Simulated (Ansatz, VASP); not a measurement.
CaF2 (Fluorite): VASP beside Ansatz

File POSCAR:

```
CaF2
1.0
    0.0000000000      2.7195928860      2.7195928860
    2.7195928860      0.0000000000      2.7195928860
    2.7195928860      2.7195928860      0.0000000000
Ca F
1 2
Direct
    0.0000000000      0.0000000000      0.0000000000
    0.2500000000      0.2500000000      0.2500000000
    0.7500000000      0.7500000000      0.7500000000
```

INCAR.step1

```
ALGO = Normal
EDIFF = 1E-5
ENCUT = 520
GGA = PE
ISIF = 2
ISMEAR = 0
LASPH = T
LCHARG = F
LREAL = F
LWAVE = T
NBANDS = 19
NELM = 100
PREC = Accurate
SIGMA = 0.01
```

INCAR.step2

```
ALGO = Normal
EDIFF = 1E-6
ENCUT = 520
GGA = PE
HFSCREEN = 0.2079
ISIF = 2
ISMEAR = 0
ISTART = 1
LASPH = T
LCHARG = F
LHFCALC = T
LREAL = F
LWAVE = F
NBANDS = 19
NELM = 100
PREC = Accurate
PRECFOCK = Normal
SIGMA = 0.01
```

Contents of KPOINTS:

```
k-points
0
Gamma
  4 4 4
```

Input for Ansatz:

```yaml
crystal:
  lattice:
    - [0.0, 2.719592886, 2.719592886]
    - [2.719592886, 0.0, 2.719592886]
    - [2.719592886, 2.719592886, 0.0]
  atoms:
    - { symbol: Ca, position: [0.0, 0.0, 0.0] }
    - { symbol: F, position: [0.25, 0.25, 0.25] }
    - { symbol: F, position: [0.75, 0.75, 0.75] }
kpoints:
  mp_grid: { grid: [4, 4, 4] }
  band_path:
    path:
      - [0.0, 0.0, 0.0]
      - [0.5, 0.0, 0.5]
      - [0.625, 0.25, 0.625]
      - [0.375, 0.375, 0.75]
      - [0.5, 0.5, 0.5]
      - [0.5, 0.25, 0.75]
      - [0.0, 0.5, 0.5]
    npoints: 1
hamiltonian:
  xc: hse06
scf:
  occupations: { method: fixed }
  n_extra_bands: 4
output:
  forces: true
  stress: true
  eigenvalues: true
  write_density: true
  write_potential: true
  elf: true
  volumetric_format: npy
```

Alike in both runs: task single point; functional HSE06; k mesh 4 × 4 × 4; no spin polarisation.

|  | VASP | Ansatz |
| --- | --- | --- |
| version | VASP 6.6.1 | Ansatz 0.2.0 |
| potentials or method | VASP PAW PBE potentials, release 64 (Ca_sv, F) | plane waves, PAW |
| plane-wave cutoff (eV) | 520 | 420 |
| occupations | gaussian, width 0.01 eV | fixed |
| valence electrons in the cell | 24 | 24 |

```csv
,VASP,Ansatz,Ansatz less VASP
gap on the k mesh at the Fermi level (eV),9.42,9.45,+0.031
pressure (GPa),1.8,1.4,-0.48
```

Ansatz warned: «stress_exchange_threshold_loose».

Caveats: the k mesh is coarse (spacing up to 0.50 Å⁻¹), so the values aren't converged, least of all with exact exchange; the PAW data sets were made with another functional, which shifts forces and pressure a little (VASP). A k mesh can miss the band edges.
